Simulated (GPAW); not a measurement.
Runs of GPAW 26.7.0 on Pd. The structure is cubic, space group Fm-3m (No. 225). The conventional cell has a = 3.893 Å, b = 3.893 Å, c = 3.893 Å, α = 90.00°, β = 90.00°, γ = 90.00°. Pd (site symmetry m-3m) has 12 Pd at 2.75 Å as nearest neighbours. 

| task | level | potentials or basis | spin | U | k mesh | cutoff (eV) | eigensolver | older calculator (legacy_gpaw) | band path | band points | spin axis theta (degrees) | mesh quality | pressure (GPa) | V0 of scaled cells (Å³/atom) | B0 (GPa) |
| --- | --- | --- | --- | --- | --- | --- | --- | --- | --- | --- | --- | --- | --- | --- | --- |
| equation of state | OLYP+D4 | PAW data sets generated in the run's folder for this functional, pw | off | - | 9 × 9 × 9 | 600 | davidson | - | - | - | - | not flagged | - | (a) | 200 |
| one-shot levels on a semilocal density | LDA | the program's PAW data sets (release 1.2.1) made for this functional, pw | off | - | 7 × 7 × 7 | 500 | - | - | - | - | - | coarse | -7.9 | - | - |
| equation of state | AM05+D4 | PAW data sets generated in the run's folder for this functional, pw | off | - | 9 × 9 × 9 | 600 | - | - | - | - | - | not flagged | - | 14.28 | 217 |
| band structure | LDA+U | the program's PAW data sets (release 1.2.1) made for this functional, pw | off | Pd d U = 5.3 eV | 9 × 9 × 9 | 600 | - | - | GXWKGLUWLK,UX | 80 | - | not flagged | -11.0 | - | - |
| band structure | mBEEF | GPAW PAW data sets (gpaw-data 1.2.1), pw | SOC, no magnetisation | - | 9 × 9 × 9 | 600 | - | - | GXWKGLUWLK,UX | 80 | 0 | not flagged | 0.1 | - | - |
| equation of state | AM05 | PAW data sets generated in the run's folder for this functional, pw | off | - | 9 × 9 × 9 | 600 | - | - | - | - | - | not flagged | - | (b) | 205 |

Alike in all rows: cell as given; smearing fermi-dirac 0.05 eV.

Estimate the missing entries.

(a) 14.30; (b) 14.48.

Caveats: some runs use coarse meshes; the cutoff is short for stress and forces, so pressures can be off by a GPa or more (some runs); one-shot exact exchange on a metal's smeared states is rough (some runs); U without spin polarisation on a metal has little footing (some runs); the U is typed as a test and isn't derived for this compound (some runs); spin-orbit coupling was added after a scalar SCF, so levels and gaps hold it while energy, forces, pressure and moments don't (some runs); this program's spin-orbit splittings come out too wide for heavy elements (some runs); the PAW data sets were made with another functional, which shifts forces and pressure a little (some runs).

Runs at the PBE level aren't shown here.
